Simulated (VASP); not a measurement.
O2C: relaxation of the atoms with LDA

The system is O2C, in a box.

```xyz
3
Lattice="12.1554 0.0000 0.0000 0.0000 12.6554 0.0000 0.0000 0.0000 13.1554" Properties=species:S:1:pos:R:3 pbc="T T T"
O     5.9109    7.1491    5.7500
O     6.2445    5.6064    7.4054
C     6.0777    6.3777    6.5777
```

```json
{"Program": "VASP 6.6.1", "Task": "relaxation of the atoms", "Functional": "LDA", "Potentials or basis": "VASP PAW LDA potentials, release 64 (O, C)", "Cutoff": "400 eV", "k mesh": "1 × 1 × 1", "Occupations": "gaussian, width 0.01 eV", "Spin": "no spin polarisation", "Atoms held fixed (from 0)": "[0]", "Further INCAR settings": "ALGO = Normal; EDIFF = 1e-06; ISYM = 0; IBRION = 2; EDIFFG = -0.03; NSW = 120"}
```

The energy gained by relaxing is 23.1 meV/atom, the ionic steps are 9 and the gap between the frontier levels is 8.26 eV.

The path:
| step | energy change (eV) | largest force (eV/Å) | pressure (GPa) |
| --- | --- | --- | --- |
| 1 | 0.0000 | 2.8877 | 0.07 |
| 2 | 0.4545 | 9.6262 | -0.31 |
| 3 | -0.0369 | 2.7697 | -0.03 |
| 4 | -0.0008 | 3.3948 | -0.22 |
| 5 | -0.0694 | 0.1338 | -0.11 |
| 6 | -0.0694 | 0.1697 | -0.11 |
| 7 | -0.0684 | 0.4675 | -0.09 |
| 8 | -0.0694 | 0.0440 | -0.11 |
| 9 | -0.0694 | 0.0282 | -0.11 |

Final structure:
```cif
data_structure
_symmetry_space_group_name_H-M 'P 1'
_symmetry_Int_Tables_number 1
_cell_length_a 12.1554
_cell_length_b 12.6554
_cell_length_c 13.1554
_cell_angle_alpha 90.000
_cell_angle_beta 90.000
_cell_angle_gamma 90.000
_cell_volume 2023.73
loop_
_atom_site_label
_atom_site_type_symbol
_atom_site_fract_x
_atom_site_fract_y
_atom_site_fract_z
_atom_site_occupancy
O1 O 0.48628 0.56490 0.43708 1
O2 O 0.51432 0.44035 0.56565 1
C1 C 0.50030 0.50262 0.50138 1
```

Levels at points of the mesh, in eV from the valence-band top:
```csv
k point,band 6,band 7,band 8,band 9,band 10,band 11
"(0.00, 0.00, 0.00)",-3.44,0.00,0.00,8.26,8.56,8.56
```

It took 2.3 min on 1 thread of Intel(R) Xeon(R) 6975P-C (Granite Rapids), on a shared host, peak memory 0.76 GiB.

Caveat: the cutoff is under 1.25 times the usual one of these potentials, so pressure, stress and relaxed cells hold a basis-set (Pulay) error; the standard files for N, O and F lose accuracy on very short bonds.
